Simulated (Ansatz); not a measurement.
HCl on the (100) surface of Au, space group Fm-3m (No. 225) (top face towards +c; held atoms: 1, 2, 3, 4, 5, 6, 7, 8), one molecule per 33.7 Å². Starting structure (random tilt, lowest atom Cl over a hollow over Au site; the molecule's atoms stand last):

```xyz
18
Lattice="5.8028 0.0000 0.0000 0.0000 5.8028 0.0000 0.0000 0.0000 25.1482" Properties=species:S:1:pos:R:3 pbc="T T T"
Au    1.4507    1.4507    8.0000
Au    1.4507    4.3521    8.0000
Au    4.3521    1.4507    8.0000
Au    4.3521    4.3521    8.0000
Au    2.9014    2.9014   10.0516
Au    2.9014    0.0000   10.0516
Au    0.0000    2.9014   10.0516
Au    0.0000    0.0000   10.0516
Au    4.3521    4.3521   12.1360
Au    4.3521    1.4507   12.1360
Au    1.4507    4.3521   12.1360
Au    1.4507    1.4507   12.1360
Au    0.0000    0.0000   14.1958
Au    0.0000    2.9014   14.1958
Au    2.9014    0.0000   14.1958
Au    2.9014    2.9014   14.1958
Cl    4.3521    4.3521   16.2358
H     4.6750    3.6075   17.2292
```

Theory: DFT PBE+D3(BJ), scalar-relativistic, plane waves, PAW in Ansatz. Settings: cutoff 420 eV, Γ-centred mesh 3×3×1 on the computed 18-atom cell, Gaussian smearing of 0.10 eV; no spin polarisation. The cell repeats along c with a dipole correction in the vacuum.

E_ads is per molecule, from the clean relaxed slab and the free relaxed molecule; negative means bound; no zero-point or thermal terms, forces under 0.04 eV/Å, and the free molecule is spin-polarised where open-shell. Heights count from the highest slab atom.

(1) How strongly does it adsorb?

(2) Does the molecule survive, and how close does it come to the surface?

(3) How do the dipole along +c and the top face's work function change?

Each end is the local minimum that its start leads to.

Results:

(1) -0.31 eV.

(2) It stays whole. Its lowest atom lies 2.00 Å over the highest slab atom; shortest contacts H–Au 2.47 Å.

(3) The dipole changes by -0.087 e·Å a cell, the work function by +0.48 eV.